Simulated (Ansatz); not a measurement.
## ZrN (Fm-3m): from strained cells to moduli

```
Zr N
1.0
     0.00000    2.27610    2.27610
     2.27610    0.00000    2.27610
     2.27610    2.27610    0.00000
Zr N
1 1
Cartesian
  2.2761 2.2761 2.2761
  0.0000 0.0000 0.0000
```

Conventional cell: a = 4.552 Å, b = 4.552 Å, c = 4.552 Å, α = 90.00°, β = 90.00°, γ = 90.00°. Around Zr (atom 1) lie 6 N at 2.28 Å. N (atom 2) has 6 Zr at 2.28 Å as nearest neighbours.

Unless marked otherwise, the numbers come from PBEsol, all-electron LAPW in Ansatz 0.2.0, scalar-relativistic. k mesh 16×16×16, Fermi-Dirac smearing of 0.050 eV, basis error target 0.5 meV/atom. The cell was relaxed by PAW under this functional.

The cell is cubic and carries a residual pressure of 0.04 GPa at this level. Each strain component that symmetry leaves independent is applied at ±0.005, the ions relax wherever a strain frees them, and the stress (tension positive, GPa) is read. Shears are engineering strains, γ = 2ε.

```csv
strain,size,σxx,σyy,σzz,σyz,σxz,σxy
xx,-0.005,-3.0252,-0.6107,-0.6107,0.0000,0.0000,0.0000
xx,+0.005,2.7901,0.5166,0.5166,0.0000,0.0000,0.0000
yz,-0.005,-0.0365,-0.0403,-0.0403,-0.6049,0.0000,0.0000
yz,+0.005,-0.0365,-0.0403,-0.0403,0.6049,0.0000,0.0000
```

A central difference gives one constant, for example C11 ≈ (2.7901 − (-3.0252))/(0.01) = 581.5 GPa; the program then imposes the crystal's symmetry on the whole matrix.

(1) What are the independent elastic constants?

(2) Do they meet the Born conditions?

(3) What moduli does a random aggregate of grains have?

(4) With the density of 7.409 g/cm³, how fast does sound travel, and what Debye temperature follows?

(5) How far do the constants move if PAW replaces LAPW in the same cell?

## Answers

(1) C11 = 581.5, C12 = 112.7, C44 = 121.0 GPa.

(2) C11 − C12 = 468.8, C11 + 2C12 = 807.0 and C44 = 121.0 GPa must all be positive, so the crystal is elastically stable; that says nothing yet of its phonons.

(3) B = (C11 + 2C12)/3 = 269.0 GPa. G_V = (C11 − C12 + 3C44)/5 = 166.4 and G_R = 5(C11 − C12)C44/(4C44 + 3(C11 − C12)) = 150.0, so G_H = 158.2 GPa. Then E = 9BG/(3B + G) = 396.8 GPa, ν = (3B − 2G)/(6B + 2G) = 0.254 and B/G = 1.70, on the brittle side of Pugh's 1.75 (a rule of thumb).

(4) 

| direction | slow (m/s) | middle (m/s) | fast (m/s) |
| --- | --- | --- | --- |
| [100] | 4041 | 4041 | 8859 |
| [110] | 4041 | 5625 | 7948 |
| [111] | 5151 | 5151 | 7621 |

The mean of v⁻³ over directions and branches gives v_m = 5079 m/s and θ_D = (ħ/k_B) v_m (6π²n)^(1/3) = 664 K, n being atoms per volume. Young's modulus spans 316 to 545 GPa over directions, and the universal anisotropy index is 0.54.

(5) 

| constant | LAPW (GPa) | PAW (GPa) | difference |
| --- | --- | --- | --- |
| C11 | 581.5 | 582.4 | 0.9 |
| C12 | 112.7 | 112.8 | 0.1 |
| C44 | 121.0 | 120.9 | -0.1 |

Known limits: responses of metals move with mesh and smearing; the frozen-core PAW files of the compared runs were fitted under PBE, their cores solved anew for this functional.
